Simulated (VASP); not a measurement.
Runs of VASP 6.6.1 on Ga. It takes space group Pm-3m (No. 221, cubic). The conventional cell has a = 2.716 Å, b = 2.716 Å, c = 2.716 Å, α = 90.00°, β = 90.00°, γ = 90.00°. Around Ga (site symmetry m-3m) lie 6 Ga at 2.72 Å. The cell was built by a generator and needn't be a form met in nature.

```tsv
task	level	potentials or basis	cell	cutoff (eV)	smearing	gap on the mesh (eV)	pressure (GPa)	relaxed volume (Å³/atom)
single point	PBE	VASP PAW PBE potentials, release 64 (Ga_d)	as given	520	fermi-dirac 0.05 eV	none	0.3	-
relaxation of cell and atoms	RPBE	VASP PAW PBE potentials, release 64 (Ga_d)	relaxed	600	methfessel-paxton 0.1 eV	none	0.0	21.15
optical spectrum	TPSS	VASP PAW PBE potentials, release 64 (Ga_h)	as given	900	methfessel-paxton 0.1 eV	none	(a)	-
relaxation of cell and atoms	PBE	VASP PAW PBE potentials, release 64 (Ga_d)	relaxed	600	methfessel-paxton 0.1 eV	none	0.0	20.23
```

Alike in all rows: no spin polarisation; k mesh 10 × 10 × 10.

Task: Estimate the missing entries.

Result: (a) -2.3.

Caveats: the PAW data sets were made with another functional, which shifts forces and pressure a little (some runs).

A k mesh can miss the band edges, and the runs leave out spin-orbit coupling on Ga.

A gap of «none» marks a metal or a gap under the smearing width.

Not every run made on this cell is shown here.
